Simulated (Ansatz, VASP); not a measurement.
**Two plane-wave programs on W**

```
W
1.0
     0.00000    2.01638    2.01638
     2.01638    0.00000    2.01638
     2.01638    2.01638    0.00000
W
1
Direct
  0.00000 0.00000 0.00000
```

Change from the starting cell: volume scaled by 0.98.

Alike in both runs: task single point; functional PBE; k mesh 11 × 11 × 11; occupations fermi-dirac, width 0.05 eV; no spin polarisation.

|  | VASP | Ansatz |
| --- | --- | --- |
| version | VASP 6.6.1 | Ansatz 0.2.0 |
| potentials or method | VASP PAW PBE potentials, release 64 (W_sv) | Ansatz PAW |
| plane-wave cutoff (eV) | 520 | 420 |
| valence electrons in the cell | 14 | 14 |

Ansatz gave:

```
gap on the k mesh at the Fermi level (eV) : none
pressure (GPa)                            : 0.9
```

**Question.** Which values does VASP return?

**Answer.** gap on the k mesh at the Fermi level (eV): none; pressure (GPa): 1.3.

A gap of «none» marks a metal or a gap that the smearing closes.

The runs have no spin-orbit coupling, so splittings on W are missing.
